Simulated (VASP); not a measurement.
Set up this calculation in VASP 6.6.1, as the native input.

| Item | Value |
| --- | --- |
| Task | relaxation of cell and atoms |
| Functional | LDA |
| Potentials or basis | VASP PAW LDA potentials, release 64 (B, N) |
| Cutoff | 600 eV |
| k mesh | 15 × 15 × 1 |
| Occupations | gaussian, width 0.03 eV |
| Spin | no spin polarisation |
| Further INCAR settings | ALGO = Normal; EDIFF = 1e-06; IBRION = 2; EDIFFG = -0.01; NSW = 90; ISIF = 3 |

The structure of BN lies in POSCAR:

```
BN
1.0
    2.4982400000      0.0000000000      0.0000000000
   -1.2491200000      2.1635393000      0.0000000000
    0.0000000000      0.0000000000     21.3178500000
B N
2 2
Direct
    0.6666666700      0.3333333300      0.4221814100
    0.3333333300      0.6666666700      0.5778185900
    0.3333333300      0.6666666700      0.4221814100
    0.6666666700      0.3333333300      0.5778185900
```

The input as run:

INCAR

```
ALGO = Normal
EDIFF = 1E-6
EDIFFG = -0.01
ENCUT = 600
GGA = CA
IBRION = 2
ISIF = 3
ISMEAR = 0
LASPH = T
LATTICE_CONSTRAINTS = .TRUE. .TRUE. .FALSE.
LCHARG = F
LREAL = F
LWAVE = F
NELM = 80
NSW = 90
PREC = Accurate
SIGMA = 0.03
```

KPOINTS

```
k-points
0
Gamma
  15 15 1
```

Potentials or basis: VASP PAW LDA potentials, release 64 (B, N).

Run with:

```bash
$ cat potpaw_LDA.64/B/POTCAR potpaw_LDA.64/N/POTCAR > POTCAR
$ mpirun -np 1 vasp_std > vasp.out
```

Results of the run:

```
Relaxed volume                         : 28.61 Å³/atom
Relaxed cell                           : a = 2.490 Å, b = 2.490 Å, c = 21.318 Å, α = 90.00°, β = 90.00°, γ = 120.00°
Space group after relaxing (to 0.05 Å) : P-3m1 (No. 164)
Energy gained by relaxing              : 1.0 meV/atom
Ionic steps                            : 21
Largest force after relaxing           : 0.006 eV/Å
Band gap on the k mesh                 : 4.37 eV, indirect (least direct gap 4.66 eV)
```

It took 2.7 min on 1 thread of Intel(R) Xeon(R) 6975P-C (Granite Rapids), on a shared host, peak memory 0.22 GiB.
